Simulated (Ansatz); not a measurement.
RuO$_{2}$ (rutile)

```
CELL_PARAMETERS angstrom
      9.04678     0.00000     0.00000
      4.52339     4.52339     0.00000
      0.00000     0.00000     3.11902
ATOMIC_POSITIONS crystal
  Ru 0.00000 0.50000 0.50000
  Ru 0.50000 0.50000 0.50000
  Ru 0.00000 0.00000 0.00000
  Ru 0.50000 0.00000 0.00000
  O  0.00000 0.80567 0.50000
  O  0.50000 0.80567 0.50000
  O  0.80567 0.69433 0.00000
  O  0.30567 0.69433 0.00000
  O  0.19433 0.30567 0.00000
  O  0.69433 0.30567 0.00000
  O  0.00000 0.19433 0.50000
  O  0.50000 0.19433 0.50000
```

The atoms are displaced by Q × the pattern below (from a DFPT mode at M = (0.5, 0.5, 0.0), largest move 1; Q in Å), at fixed cell. It is one choice among 2 degenerate patterns. (q is in reciprocal vectors of the primitive cell; the cell shown is doubled to hold the pattern.)

```csv
atom,x,y,z
Ru1,-0.644,-0.269,0.000
Ru2,0.644,0.269,0.000
Ru3,0.420,0.720,0.000
Ru4,-0.420,-0.720,0.000
O5,-0.119,0.345,0.000
O6,0.119,-0.345,0.000
O7,-0.743,-0.669,0.000
O8,0.743,0.669,0.000
O9,-0.743,-0.669,0.000
O10,0.743,0.669,0.000
O11,-0.119,0.345,0.000
O12,0.119,-0.345,0.000
```

Calculation: PBE (plane waves to 420 eV, PAW, scalar-relativistic; Ansatz, a first-principles code). k mesh 10×10×15 (Γ-centred), Fermi-Dirac smearing 0.05 eV. The energy includes the smearing's −TS. With partly filled bands, energies and forces of such displacements shift with the k mesh and the smearing. RuO2 is run without spin polarisation and with no Hubbard U. RuO2 was relaxed with its symmetry unable to fall. The zero of ΔE is the undisplaced structure.

```json
[
 {"Q (Å)": "-0.100", "ΔE (meV/cell)": "385"},
 {"Q (Å)": "-0.067", "ΔE (meV/cell)": "170"},
 {"Q (Å)": "-0.033", "ΔE (meV/cell)": "42"},
 {"Q (Å)": "0.000", "ΔE (meV/cell)": "0"},
 {"Q (Å)": "0.033", "ΔE (meV/cell)": "42"},
 {"Q (Å)": "0.067", "ΔE (meV/cell)": "170"},
 {"Q (Å)": "0.100", "ΔE (meV/cell)": "385"}
]
```

Which DFPT wavenumber at M = (0.5, 0.5, 0.0) belongs to this mode?
(A) 258 cm⁻¹
(B) 442 cm⁻¹
(C) 603 cm⁻¹
(D) 140 cm⁻¹

A, 258 cm⁻¹. The curvature of the scan gives 258 cm⁻¹

(A displaced cell: forces are minus the slopes of the energy, force constants its curvatures, and phonons follow from these.)
